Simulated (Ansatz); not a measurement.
# Cost of a DFT run on GaN

```yaml
crystal:
  lattice:
    - [3.18, 0.0, 0.0]
    - [-1.59, 2.753960784, 0.0]
    - [0.0, 0.0, 5.21766]
  atoms:
    - { symbol: Ga, position: [0.3333333333, 0.6666666667, 0.0039408788] }
    - { symbol: Ga, position: [0.6666666667, 0.3333333333, 0.5039408788] }
    - { symbol: "N", position: [0.3333333333, 0.6666666667, 0.3810591212] }
    - { symbol: "N", position: [0.6666666667, 0.3333333333, 0.8810591212] }
kpoints:
  mp_grid: { grid: [11, 11, 6] }
scf:
  occupations: { method: fermi_dirac, width: 0.02 }
hamiltonian:
  xc: pbe
  pseudopotentials: { kind: paw }
output:
  forces: true
  stress: true
  populations: true
  efg:
    quadrupole_moments_barn: { Ga: 0.107, "N": 0.02044 }
    contact_densities: true
  write_density: true
  write_potential: true
  elf: true
  volumetric_format: npy
relax:
  f_tol: 0.02
  max_steps: 60
```

```sh
ansatz run input.yaml --threads 1 --pin off --max-ram 3072MiB --backend cpu --events-out ev --progress --plain --runs-dir out
```

It runs on 1 thread of Intel Xeon Platinum 8488C (Sapphire Rapids) (x86_64; 16 cores open to the job, memory cap 3.0 GiB, no GPU), a shared host with a load of 0.4 a core.

(1) How much time and memory should be set aside?

Results:

(1) About 14 s of wall time (14 s of CPU time) and 0.47 GiB. The run holds 36 valence electrons in 22 bands, about 893 plane waves a k-point and 64 irreducible k-points, and took 14 SCF iterations, over 3 ionic steps. Times on a shared host vary by tens of per cent.
